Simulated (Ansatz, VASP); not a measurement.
# Cross-check of GaSb between VASP and Ansatz, part 2 of 2

One calculation is typed for both programs; each brings its own data sets. How far apart do they land? The cell is taken from a series of runs on this material, whose earlier steps may have relaxed, scaled, displaced or heated it; both programs get it as it stands.

VASP 6.6.1 and Ansatz 0.2.0.

So far: Starting point; Ansatz: zone-centre phonons, LDA; VASP: zone-centre phonons, LDA.

### Step 3. VASP: zone-centre phonons, LDA (continued)

Level of this step: LDA; plane waves and PAW (Ga_d, Sb) (VASP).

Numbers of over 12 decimals in the logs are rounded to 6 here.

OUTCAR, selected parts (step 3):

```text
ion  position               nearest neighbor table
   1  0.997  0.997  0.997-   2 2.56   2 2.56   2 2.56   2 2.61
   2  0.753  0.753  0.753-   1 2.56   1 2.56   1 2.56   1 2.61

  LATTYP: Found a trigonal (rhomboedric) cell.
 ALAT       =     4.2819888719
 COS(alpha) =     0.5402517013

 Subroutine GETGRP returns: Found  6 space group operations
 (whereof  6 operations were pure point group operations)

The static configuration has the point symmetry C_3v.

 Found    189 irreducible k-points:

   k-points           NKPTS =    189   k-points in BZ     NKDIM =    189   number of bands    NBANDS=     15

   dimension x,y,z NGX =    32 NGY =   32 NGZ =   32
   dimension x,y,z NGXF=    64 NGYF=   64 NGZF=   64

   ENCUT  =  500.0 eV  36.75 Ry    6.06 a.u.   7.81  7.81  7.81*2*pi/ulx,y,z

   NELECT =      18.0000    total number of electrons

 k-points in reciprocal lattice and weights: Automatic mesh
   0.00000000  0.00000000  0.00000000       0.001
   0.08333333  0.00000000  0.00000000       0.003
   0.16666667  0.00000000  0.00000000       0.003
   0.25000000  0.00000000  0.00000000       0.003
   0.33333333  0.00000000 -0.00000000       0.003
   0.41666667 -0.00000000 -0.00000000       0.003
   0.50000000  0.00000000  0.00000000       0.002
   0.08333333  0.08333333 -0.00000000       0.003
   0.16666667  0.08333333 -0.00000000       0.007
[...]
-0.41666667  0.50000000  0.41666667       0.003
   0.50000000  0.50000000  0.50000000       0.001

 average (electrostatic) potential at core
       1 -66.0403       2 -87.7414

  Total        1.3529930      1.3529930      1.3529930     -0.6390879     -0.6390879     -0.6390879
  in kB       41.6356330     41.6356330     41.6356330    -19.6666425    -19.6666425    -19.6666425
  external PRESSURE =      41.6356330 kB  Pullay stress =       0.0000000 kB

  energy-cutoff  :      500.00
  volume of cell :       52.06
      direct lattice vectors                 reciprocal lattice vectors
     0.123178818  3.026570310  3.026570310    -0.175646951  0.168777838  0.168777838
     3.026570310  0.123178818  3.026570310     0.168777838 -0.175646951  0.168777838
     3.026570310  3.026570310  0.123178818     0.168777838  0.168777838 -0.175646951

 POSITION                                       TOTAL-FORCE (eV/Angst)
 -----------------------------------------------------------------------------------
      6.15637      6.15637      6.15637        -0.002249     -0.002249     -0.002249
      4.65219      4.65219      4.65219         0.002249      0.002249      0.002249
 -----------------------------------------------------------------------------------
    total drift:                                0.000253      0.000253      0.000253

 Eigenvectors and eigenvalues of the dynamical matrix
 ----------------------------------------------------

   1 f  =    7.310840 THz    45.935360 2PiTHz  243.863359 cm-1    30.235190 meV
             X         Y         Z           dx          dy          dz
      6.156371  6.156371  6.156371     0.211324    0.427583   -0.638906
      4.652188  4.652188  4.652188    -0.159980   -0.323696    0.483676

   2 f  =    7.310840 THz    45.935360 2PiTHz  243.863359 cm-1    30.235190 meV
             X         Y         Z           dx          dy          dz
      6.156371  6.156371  6.156371    -0.615737    0.490880    0.124857
      4.652188  4.652188  4.652188     0.466136   -0.371615   -0.094522

   3 f  =    7.117771 THz    44.722274 2PiTHz  237.423284 cm-1    29.436722 meV
             X         Y         Z           dx          dy          dz
      6.156371  6.156371  6.156371     0.460208    0.460208    0.460208
      4.652188  4.652188  4.652188    -0.348629   -0.348629   -0.348629

   4 f/i=    0.001326 THz     0.008329 2PiTHz    0.044217 cm-1     0.005482 meV
             X         Y         Z           dx          dy          dz
      6.156371  6.156371  6.156371     0.046444   -0.448122    0.401677
      4.652188  4.652188  4.652188     0.061350   -0.591941    0.530591

   5 f/i=    0.001326 THz     0.008329 2PiTHz    0.044217 cm-1     0.005482 meV
             X         Y         Z           dx          dy          dz
      6.156371  6.156371  6.156371     0.490632   -0.205094   -0.285538
      4.652188  4.652188  4.652188     0.648094   -0.270916   -0.377178

   6 f/i=    0.003592 THz     0.022568 2PiTHz    0.119811 cm-1     0.014855 meV
             X         Y         Z           dx          dy          dz
      6.156371  6.156371  6.156371     0.348629    0.348629    0.348629
      4.652188  4.652188  4.652188     0.460208    0.460208    0.460208

 ELASTIC MODULI CONTR FROM IONIC RELAXATION (kBar)
 Direction    XX          YY          ZZ          XY          YZ          ZX
 --------------------------------------------------------------------------------
 XX          -7.4089     -6.1412     -6.1412     14.0491     35.7537     15.4227
 YY          -6.1412     -7.4089     -6.1412     15.4227     14.0491     35.7537
 ZZ          -6.1412     -6.1412     -7.4089     35.7537     15.4227     14.0491
 XY          14.0491     15.4227     35.7537   -305.0611     44.5038     44.5038
 YZ          35.7537     14.0491     15.4227     44.5038   -305.0611     44.5038
 ZX          15.4227     35.7537     14.0491     44.5038     44.5038   -305.0611
 --------------------------------------------------------------------------------
```

### Step 4. Side by side

Known differences besides the potentials themselves: the data sets hold 28 valence electrons in Ansatz (on its PAW soft_1 files) and 18 in VASP; the cutoff is 420 eV in Ansatz and 500 eV in VASP; VASP's log shows a relativistic correction to its local exchange, Ansatz's none. Total energies have different zeros and are not compared.

Compared:

| quantity | Ansatz | VASP | difference |
| --- | --- | --- | --- |
| optical mode 1 (cm⁻¹) | 235.4 | 237.4 | -0.86 % |
| optical mode 2 to 3 (cm⁻¹) | 242.0 | 243.9 | -0.75 % |

Modes are paired by rising frequency, not by their patterns, so a pair may set unlike modes beside each other; they are those without the splitting of longitudinal modes.

### Step 5. Summary of results

| Property | Result |
| --- | --- |
| r.m.s. difference of the optical zone-centre modes, each program's sorted by frequency (zone-centre phonons, LDA) | 1.9 cm⁻¹ |
| difference in optical mode 1 (zone-centre phonons, LDA) | -0.9 % |

**Reading.** The r.m.s. difference of the optical zone-centre modes, each program's sorted by frequency is 1.9 cm⁻¹ (zone-centre phonons, LDA). The data sets hold unlike numbers of valence electrons (28 in Ansatz and 18 in VASP), so part of the differences comes from the potentials. Among the rows given in per cent, the largest difference of the zone-centre phonons, LDA pair is in optical mode 1, -0.9 %. How closely two codes agree says nothing of how well the functional describes the real material.

[Lines on the potential files, build, host, timing and source positions are cut from VASP's logs without a mark.]

[Logs are printed without paths, hosts, clocks, repeated set-up lines and the standing remarks that a program may print on its own settings, such as how far it seeks lower states.]

[Hosts, paths, dates, database ids (printed as entryN), source tags and the programs' standing remarks are cut or masked in the printed files.]
